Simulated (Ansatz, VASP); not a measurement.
# Two plane-wave programs on Pb

The input INCAR:

```
  PREC = Accurate
  ENCUT = 520
  EDIFF = 1E-6
  ISMEAR = 0
  SIGMA = 0.1
  LREAL = False
  LASPH = True
  NELM = 60
  ALGO = Fast
  ISIF = 2
  LWAVE = False
  LCHARG = True
  GGA = PE
  LELF = True
  LVHAR = True
  NBANDS = 36
```

KPOINTS

```
regular mesh
0
Gamma
  6 6 4
```

File POSCAR:

```
Pb
1.0
    4.4392587152      0.0000000000      0.0000000000
   -2.2196293577      3.8445108214      0.0000000000
    0.0000000000      0.0000000000      7.3285095629
Pb
4
Direct
    0.6666666700      0.3333333300      0.0629012500
    0.3333333300      0.6666666700      0.5629012500
    0.6666666700      0.3333333300      0.4370987500
    0.3333333300      0.6666666700      0.9370987500
```

Input for Ansatz:

```yaml
crystal:
  lattice:
    - [4.4392587152, 0.0, 0.0]
    - [-2.2196293577, 3.8445108214, 0.0]
    - [0.0, 0.0, 7.3285095629]
  atoms:
    - { symbol: Pb, position: [0.66666667, 0.33333333, 0.06290125] }
    - { symbol: Pb, position: [0.33333333, 0.66666667, 0.56290125] }
    - { symbol: Pb, position: [0.66666667, 0.33333333, 0.43709875] }
    - { symbol: Pb, position: [0.33333333, 0.66666667, 0.93709875] }
basis:
  ecutwfc: 420
kpoints:
  mp_grid: { grid: [6, 6, 4] }
hamiltonian:
  xc: pbe
scf:
  occupations: { method: gaussian, width: 0.1 }
output:
  forces: true
  stress: true
  eigenvalues: true
```

Alike in both runs: task single point; functional PBE; k mesh 6 × 6 × 4; occupations gaussian, width 0.1 eV; no spin polarisation.

|  | VASP | Ansatz |
| --- | --- | --- |
| version | VASP 6.6.1 | Ansatz 0.2.0 |
| potentials or method | VASP PAW PBE potentials, release 64 (Pb_d) | scalar-relativistic, plane waves, PAW |
| plane-wave cutoff (eV) | 520 | 420 |
| valence electrons in the cell | 56 | 56 |

```csv
,VASP,Ansatz,Ansatz less VASP
gap on the k mesh at the Fermi level (eV),none,none,-
pressure (GPa),19.4,19.5,+0.08
largest component of the traceless stress (GPa),0.73,0.73,+0.006
rms of the force components (eV/Å),0.079,0.078,-0.0005
```

Atom by atom the forces differ by 0.000 eV/Å (rms over components). A gap of «none» marks a metal or a gap that the smearing closes. The functional is the same, so the differences come from potentials, cutoffs and numerics.

Caveats: so large a pressure means that the cell lies far from this level's equilibrium, or that cutoff or potentials fall short (VASP). The runs have no spin-orbit coupling, so splittings on Pb are missing.
